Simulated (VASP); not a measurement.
Runs of VASP 6.6.1 on EuO. The structure is cubic, space group Fm-3m (No. 225). The conventional cell has a = 5.144 Å, b = 5.144 Å, c = 5.144 Å, α = 90.00°, β = 90.00°, γ = 90.00°. Eu (site symmetry m-3m) is surrounded by 6 O at 2.57 Å. O (site symmetry m-3m) is surrounded by 6 Eu at 2.57 Å. 

| task | cell | cutoff (eV) | k mesh for the DOS | occupations for the DOS | gap on the mesh (eV) | pressure (GPa) | moment (μB) |
| --- | --- | --- | --- | --- | --- | --- | --- |
| single point | Fm-3m, 17.01 Å³/atom | 600 | - | - | none | -4.4 | 6.97 |
| relaxation of cell and atoms | relaxed | 600 | - | - | none | 0.0 | 6.96 |
| band structure | Fm-3m, 16.17 Å³/atom | 520 | - | - | - | (a) | 6.96 |
| density of states | Fm-3m, 16.17 Å³/atom | 520 | 18 × 18 × 18 | tetrahedron | - | - | 6.96 |

Alike in all rows: level PBE; potentials or basis VASP PAW PBE potentials, release 64 (Eu, O); spin collinear, ferromagnetic start; k mesh 12 × 12 × 12; smearing methfessel-paxton 0.1 eV.

Question: Estimate the missing entries.

Answer: (a) 0.1.

Caveats: spin-orbit coupling is left out, which moves the levels of the heavy elements; a cell with one magnetic atom can't hold antiferromagnetic order, which such compounds often take; without U or exact exchange the open f shell lies at the Fermi level, which spoils levels, moments and volumes; the relaxation stopped at its first step, so nothing moved (some runs); tetrahedron occupations give inexact forces and stress in metals (some runs).

A k mesh can miss the band edges, and the runs leave out spin-orbit coupling on Eu.

A gap of «none» marks a metal or a gap under the smearing width.
